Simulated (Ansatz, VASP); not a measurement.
One calculation of Ta, two programs

```
Ta
1.0
    -1.64250    1.64250    1.64250
     1.64250   -1.64250    1.64250
     1.64250    1.64250   -1.64250
Ta
1
Direct
  0.00000 0.00000 0.00000
```

Alike in both runs: functional PBE; dispersion D3(BJ); k mesh 18 × 18 × 18; occupations gaussian, width 0.1 eV; no spin polarisation.

Ansatz relaxed the structure, and its values are those at the end. VASP's run is a single point on that final structure, the one shown.

|  | VASP | Ansatz |
| --- | --- | --- |
| version | VASP 6.6.1 | Ansatz 0.2.0 |
| potentials or method | VASP PAW PBE potentials, release 64 (Ta_pv) | scalar-relativistic, plane waves, PAW |
| plane-wave cutoff (eV) | 520 | 420 |
| valence electrons in the cell | 11 | 13 |

VASP gave:

```
gap on the k mesh at the Fermi level (eV) : none
pressure (GPa)                            : 0.1
```

Which values does Ansatz return?

gap on the k mesh at the Fermi level (eV): none; pressure (GPa): 0.0.

A gap of «none» marks a metal or a gap that the smearing closes. The two sets of potentials don't hold the same shells in valence.

Caveats: pairwise dispersion overbinds metals, which lowers pressure and volume. The runs have no spin-orbit coupling, so splittings on Ta are missing.
